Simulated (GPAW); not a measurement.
The system is CuO.

```
Cu O
1.0
     3.17953    0.00000    0.00000
    -1.58977    2.75356    0.00000
     0.00000    0.00000    4.43149
Cu O
2 2
Direct
  0.00000 0.00000 0.00000
  0.00000 0.00000 0.50000
  0.33333 0.66667 0.25000
  0.66667 0.33333 0.75000
```

Measurements of this composition are mostly on another form, of space group No. 15.

Base run:

- Program: GPAW 26.7.0
- Functional: PBEsol
- Potentials or basis: PAW data sets generated in the run's folder for this functional
- Cutoff: 800 eV
- Basis: pw
- k mesh: 7 × 7 × 5
- Occupations: fermi-dirac, width 0.05 eV
- Spin: no spin polarisation
- Hubbard terms: Cu d U = 6 eV

Its results: pressure -3.6 GPa.

**Question.** The run is repeated on the same cell with these changes: hubbard terms from Cu d U = 6 eV to Cu d U = 2 eV. What comes out?

**Answer.** Pressure -1.9 GPa.

Caveats: with this Cu data set, volumes or pressures lay over 1.5 % or 2 GPa off other programs in two to four cells of ten; the run has no spin polarisation, though such a crystal can be magnetic; U without spin polarisation on a metal has little footing.
